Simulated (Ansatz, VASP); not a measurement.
## One calculation of SiGe5, two programs

```
Si Ge
1.0
     0.00000    3.90547    3.90547
     3.90547    0.00000    3.90547
     3.90547    3.90547    0.00000
Si Ge
1 5
Direct
  0.00000 0.00000 0.00000
  0.75000 0.75000 0.75000
  0.37493 0.37493 0.87520
  0.37493 0.87520 0.37493
  0.37493 0.37493 0.37493
  0.87520 0.37493 0.37493
```

Change from the starting cell: species swapped into the ErCu5 type (F-43m, No. 216).

Alike in both runs: functional PBE; k mesh 4 × 4 × 4; occupations gaussian, width 0.1 eV; no spin polarisation.

Ansatz relaxed the structure, and its values are those at the end. VASP's run is a single point on that final structure, the one shown.

```csv
,VASP,Ansatz
version,VASP 6.6.1,Ansatz 0.2.0
potentials or method,"VASP PAW PBE potentials, release 64 (Si, Ge_d)","scalar-relativistic, plane waves, PAW"
plane-wave cutoff (eV),520,420
valence electrons in the cell,74,74
```

```tsv
	VASP	Ansatz	Ansatz less VASP
gap on the k mesh at the Fermi level (eV)	none	none	-
pressure (GPa)	0.0	0.0	+0.08
rms of the force components (eV/Å)	0.013	0.013	0.0000
```

A gap of «none» marks a metal or a gap that the smearing closes.
